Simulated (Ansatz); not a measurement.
## Ligand exchange: C2H3ClO + Zr(CH3)3(OH) → C2H4O2 + Zr(CH3)3Cl

Gas-phase species: C2H3ClO (acetyl chloride) `CC(=O)Cl`, singlet; Zr(CH3)3(OH), singlet; C2H4O2 (acetic acid) `CC(=O)O`, singlet; Zr(CH3)3Cl, singlet. The partners trade Cl for OH: C–Cl and Zr–OH bonds give way to C–OH and Zr–Cl.

Shapes, held fixed at every level: PBE0-D4/def2-TZVP. Flexible molecules stand in one conformer, not always the lowest. Programs: Ansatz 0.2.0. Electronic energies: no zero-point or thermal term.

```json
{"level": "HF/def2-TZVPP", "kind": "Hartree–Fock", "ΔE (kJ/mol)": "-104.3"}
{"level": "B3LYP-D4/def2-TZVPP", "kind": "global hybrid", "ΔE (kJ/mol)": "-76.3"}
{"level": "wB97M-V/def2-TZVPP", "kind": "range-separated hybrid", "ΔE (kJ/mol)": "-79.8"}
{"level": "MP2/def2-SVP", "kind": "perturbation theory", "ΔE (kJ/mol)": "-82.9"}
{"level": "CCSD(T)/def2-SVP", "kind": "coupled cluster or CI", "ΔE (kJ/mol)": "-85.6"}
{"level": "CCSD/def2-SVP", "kind": "coupled cluster or CI", "ΔE (kJ/mol)": "-88.8"}
{"level": "MP2/def2-TZVPP", "kind": "perturbation theory", "ΔE (kJ/mol)": "-76.7"}
```

MP2/def2-TZVPP gives ΔE = -76.7 kJ/mol; the levels span -104.3 to -76.3. The median of the levels is -82.9. No measured value is set beside it here. For atoms past krypton def2 sets carry core potentials with scalar relativity. Outer-core shells of Zr are correlated, in sets that cover them unevenly.
